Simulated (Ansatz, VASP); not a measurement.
**InGaN2: VASP beside Ansatz**

Wanted: the spread between two codes on one cell, functional and k mesh. The cell is taken from a series of runs on this material, whose earlier steps may have relaxed, scaled, displaced or heated it; both programs get it as it stands.

Method: plane waves, with VASP 6.6.1 beside it; relaxation of cell and atoms at PBEsol, in Ansatz 0.2.0.

### 1. Starting point

It takes space group P3m1 (No. 156, trigonal). The conventional cell has a = 3.354 Å, b = 3.354 Å, c = 5.500 Å, α = 90.00°, β = 90.00°, γ = 120.00°. Nearest to In lie 4 N at 2.10 to 2.17 Å. Nearest to Ga lie 4 N at 1.92 to 2.02 Å. Nearest to N lie 1 Ga at 1.92 Å and 3 In at 2.10 Å. Nearest to N lie 3 Ga at 2.02 Å and 1 In at 2.17 Å. Farther neighbours and most contacts between anions are not listed.

### 2. VASP: relaxation of cell and atoms, PBEsol

The relaxed volume is the usual yardstick between codes: in a stiff, nearly cubic crystal its relative difference is about their pressure difference at one cell divided by the bulk modulus.

Lines of VASP's logs that name or quote its potential files are left out, and so is its time.

The input, INCAR:

```
SYSTEM = InGaN2
PREC = Accurate
ENCUT = 600
EDIFF = 1E-07
NELM = 120
ISMEAR = 0
SIGMA = 0.01
LREAL = .FALSE.
ALGO = Normal
GGA = PS
NBANDS = 24
LORBIT = 11
LWAVE = .FALSE.
LCHARG = .FALSE.
ISIF = 3
IBRION = 2
NSW = 80
EDIFFG = -0.005
LASPH = .TRUE.
GGA_COMPAT = .FALSE.
NELMIN = 4
EFERMI = MIDGAP
KPAR = 2
```

The input, POSCAR:

```
InGaN2
1.0
    3.3535560000      0.0000000000      0.0000000000
   -1.6767780000      2.9042650000      0.0000000000
    0.0000000000      0.0000000000      5.4997130000
In Ga N
1 1 2
Direct
    0.0000000000      0.0000000000      0.9971100310
    0.6666666093      0.3333332186      0.4959164233
    0.6666666093      0.3333332186      0.1460088917
    0.0000000000      0.0000000000      0.6025638065
```

The input, KPOINTS:

```
Automatic mesh
0
Gamma
12 12 6
0 0 0
```

PAW data sets: In_d, Ga_d and N (PBE family, release 64).

Run with:

```sh
$ mpirun -np 2 vasp_std
```

Numbers of over 12 decimals in the logs are rounded to 6 here.

The log of the run:

```text
[banner, memory and clock lines left out]
running    2 mpi-ranks, on    1 nodes
 distrk:  each k-point on    1 cores,    2 groups
 distr:  one band on    1 cores,    1 groups

 POSCAR found type information on POSCAR InGaN
 POSCAR found :  3 types and       4 ions
|                                                                             |
|               ----> ADVICE to this user running VASP <----                  |
|                                                                             |
|     You enforced a specific xc type in the INCAR file but a different       |
|     [... a line on the potential file left out ...]
|     I HOPE YOU KNOW WHAT YOU ARE DOING!                                     |
|                                                                             |

 LDA part: xc-table for (Slater+PW92), standard interpolation
 POSCAR, INCAR and KPOINTS ok, starting setup
 FFT: planning ... GRIDC
 FFT: planning ... GRID_SOFT
 FFT: planning ... GRID
 WAVECAR not read
 entering main loop
       N       E                     dE             d eps       ncg     rms          rms(c)
DAV:   1     0.325269106140E+03    0.32527E+03   -0.19305E+04  4992   0.262E+03
DAV:   2     0.140878669982E+02   -0.31118E+03   -0.29918E+03  5232   0.533E+02
DAV:   3    -0.266079363845E+02   -0.40696E+02   -0.40087E+02  5752   0.172E+02
DAV:   4    -0.282680556785E+02   -0.16601E+01   -0.16552E+01  6008   0.373E+01
DAV:   5    -0.283238238054E+02   -0.55768E-01   -0.55751E-01  6664   0.622E+00    0.125E+01
DAV:   6    -0.243895502595E+02    0.39343E+01   -0.13581E+01  9088   0.551E+01    0.692E+00
DAV:   7    -0.244591288909E+02   -0.69579E-01   -0.15402E+00  4992   0.103E+01    0.294E+00
DAV:   8    -0.244205252221E+02    0.38604E-01   -0.12205E-01  7696   0.416E+00    0.124E+00
DAV:   9    -0.244081075330E+02    0.12418E-01   -0.24503E-02  7840   0.254E+00    0.231E-01
DAV:  10    -0.244081714429E+02   -0.63910E-04   -0.22271E-03  6328   0.461E-01    0.153E-01
DAV:  11    -0.244083403849E+02   -0.16894E-03   -0.92669E-04  8128   0.325E-01    0.535E-02
DAV:  12    -0.244083003760E+02    0.40009E-04   -0.23855E-04  7760   0.214E-01    0.180E-02
DAV:  13    -0.244083027583E+02   -0.23823E-05   -0.33555E-05  5584   0.463E-02    0.689E-03
DAV:  14    -0.244083030471E+02   -0.28874E-06   -0.25404E-06  6608   0.141E-02    0.304E-03
DAV:  15    -0.244083031367E+02   -0.89634E-07   -0.33835E-07  5696   0.693E-03
   1 F= -.24408303E+02 E0= -.24408303E+02  d E =-.244083E+02
[...]
2 F= -.24408322E+02 E0= -.24408322E+02  d E =-.189534E-04
[...]
3 F= -.24408334E+02 E0= -.24408334E+02  d E =-.305847E-04
[...]
4 F= -.24408334E+02 E0= -.24408334E+02  d E =-.305286E-04
 curvature:  -0.30 expect dE=-0.220E-05 dE for cont linesearch -0.166E-07
 ZBRENT: accuracy reached
 trial: gam= 0.09642 g(F)=  0.183E-05 g(S)=  0.548E-05 ort =-0.234E-05 (trialstep = 0.926E+00)
 search vector abs. value=  0.779E-05
 bond charge predicted
       N       E                     dE             d eps       ncg     rms          rms(c)
DAV:   1    -0.244083509158E+02   -0.17256E-04   -0.10623E-03  5328   0.392E-01    0.326E-02
DAV:   2    -0.244083408344E+02    0.10081E-04   -0.70001E-05  6424   0.152E-01    0.127E-02
DAV:   3    -0.244083368386E+02    0.39957E-05   -0.92978E-06  7048   0.561E-02    0.567E-03
DAV:   4    -0.244083361658E+02    0.67283E-06   -0.17847E-06  7584   0.161E-02    0.274E-03
DAV:   5    -0.244083360798E+02    0.86034E-07   -0.23669E-07  4288   0.532E-03
   5 F= -.24408336E+02 E0= -.24408336E+02  d E =-.241442E-05
 trial-energy change:   -0.000002  1 .order   -0.000003   -0.000007    0.000001
 step:   0.7834(harm=  0.7834)  dis= 0.00023  next Energy=   -24.408336 (dE=-0.277E-05)
 reached required accuracy - stopping structural energy minimisation
```

From OUTCAR (step 2):

```text
ion  position               nearest neighbor table
   1  0.000  0.000  0.997-   3 2.10   3 2.10   3 2.10   4 2.17   2 3.36   2 3.36   2 3.36   2 3.37
                             2 3.37   2 3.37
   2  0.667  0.333  0.496-   3 1.92   4 2.02   4 2.02   4 2.02   1 3.36   1 3.36   1 3.36   1 3.37
                             1 3.37   1 3.37
   3  0.667  0.333  0.146-   2 1.92   1 2.10   1 2.10   1 2.10
   4  0.000  0.000  0.603-   2 2.02   2 2.02   2 2.02   1 2.17

  LATTYP: Found a hexagonal cell.
 ALAT       =     3.3535560000
 C/A-ratio  =     1.6399645630

 Subroutine GETGRP returns: Found  6 space group operations
 (whereof  6 operations were pure point group operations)

The static configuration has the point symmetry C_3v.

 Found    100 irreducible k-points:

   k-points           NKPTS =    100   k-points in BZ     NKDIM =    100   number of bands    NBANDS=     24

   dimension x,y,z NGX =    28 NGY =   28 NGZ =   48
   dimension x,y,z NGXF=    56 NGYF=   56 NGZF=   96

   ENCUT  =  600.0 eV  44.10 Ry    6.64 a.u.   6.70  6.70 10.98*2*pi/ulx,y,z

   NELECT =      36.0000    total number of electrons

 k-points in reciprocal lattice and weights: Automatic mesh
   0.00000000  0.00000000  0.00000000       0.001
   0.08333333  0.00000000  0.00000000       0.007
   0.16666667  0.00000000  0.00000000       0.007
   0.25000000  0.00000000  0.00000000       0.007
   0.33333333  0.00000000  0.00000000       0.007
   0.41666667  0.00000000  0.00000000       0.007
   0.50000000  0.00000000  0.00000000       0.003
   0.08333333  0.08333333  0.00000000       0.007
   0.16666667  0.08333333  0.00000000       0.014
[...]
0.33333333  0.25000000  0.50000000       0.014
   0.33333333  0.33333333  0.50000000       0.002

 average (electrostatic) potential at core
       1 -93.4066       2 -62.7987       3 -61.2715       4 -61.6853

 E-fermi :   6.2314

 k-point     1 :       0.0000    0.0000    0.0000
  band No.  band energies     occupation
    ...
     14       4.8366      2.00000
     15       4.8366      2.00000
     16       5.7393      2.00000
     17       6.0788      2.00000
     18       6.0788      2.00000
     19       6.3839      0.00000
     20       9.3510      0.00000
     21      13.4937      0.00000
     22      15.0825      0.00000
     23      15.0825      0.00000
    ...

 k-point     2 :       0.0833    0.0000    0.0000
  band No.  band energies     occupation
    ...
     14       4.2845      2.00000
     15       4.7158      2.00000
     16       5.3025      2.00000
     17       5.7554      2.00000
     18       6.0216      2.00000
     19       7.1558      0.00000
     20       9.7240      0.00000
     21      13.4989      0.00000
     22      14.6042      0.00000
     23      15.2585      0.00000
    ...

 k-point     3 :       0.1667    0.0000    0.0000
  band No.  band energies     occupation
    ...
     14       3.2090      2.00000
     15       4.3468      2.00000
     16       4.4079      2.00000
     17       5.6054      2.00000
     18       5.8585      2.00000
     19       8.0216      0.00000
     20      10.4827      0.00000
     21      13.2375      0.00000
     22      13.9680      0.00000
     23      15.5154      0.00000
    ...

  Total       -0.0049911     -0.0049911     -0.0011996      0.0000000      0.0000000      0.0000000
  in kB       -0.1493030     -0.1493030     -0.0358862      0.0000000      0.0000000      0.0000000
  external PRESSURE =      -0.1114974 kB  Pullay stress =       0.0000000 kB

  energy-cutoff  :      600.00
  volume of cell :       53.56
      direct lattice vectors                 reciprocal lattice vectors
     3.353461947 -0.000000000  0.000000000     0.298199298  0.172165427 -0.000000000
    -1.676730973  2.904183547 -0.000000000     0.000000000  0.344330854 -0.000000000
     0.000000000  0.000000000  5.499434639    -0.000000000  0.000000000  0.181836873

 POSITION                                       TOTAL-FORCE (eV/Angst)
 -----------------------------------------------------------------------------------
      0.00000      0.00000      5.48377         0.000000      0.000000     -0.002548
      1.67673      0.96806      2.72636         0.000000      0.000000      0.001395
      1.67673      0.96806      0.80418        -0.000000      0.000000     -0.000720
      0.00000      0.00000      3.31321         0.000000     -0.000000      0.001873
 -----------------------------------------------------------------------------------
    total drift:                                0.000001      0.000305     -0.000038

  FREE ENERGIE OF THE ION-ELECTRON SYSTEM (eV)
  ---------------------------------------------------
  free  energy   TOTEN  =       -24.4083360798 eV

  energy  without entropy=      -24.4083360798  energy(sigma->0) =      -24.40833608

 reached required accuracy - stopping structural energy minimisation

 total charge
# of ion       s       p       d       tot
------------------------------------------
    1        0.773   0.865  10.026  11.664
    2        0.779   0.814  10.141  11.734
    3        1.228   2.466   0.000   3.694
    4        1.225   2.400   0.000   3.625
--------------------------------------------------
tot          4.004   6.545  20.167  30.717

[... 3 further parts left out ...]
```

CONTCAR:

```
InGaN2
   1.00000000000000
     3.3534619467271352   -0.0000000000000000    0.0000000000000000
    -1.6767309733635676    2.9041835474502249   -0.0000000000000000
     0.0000000000000000    0.0000000000000000    5.4994346385983821
  In              Ga              N
     1     1     2
Direct
     0.0000000000000000    0.0000000000000000    0.9971515810138931
     0.6666666093000018    0.3333332186000035    0.4957532074655942
     0.6666666093000018    0.3333332186000035    0.1462300751359484
     0.0000000000000000    0.0000000000000000    0.6024642888845653
```

(Continued in part 2 of 2.)

[Lines on the potential files, build, host, timing and source positions are cut from VASP's logs without a mark.]

[Logs are printed without paths, hosts, clocks, repeated set-up lines and the standing remarks that a program may print on its own settings, such as how far it seeks lower states.]

[Hosts, paths, dates, database ids (printed as entryN), source tags and the programs' standing remarks are cut or masked in the printed files.]
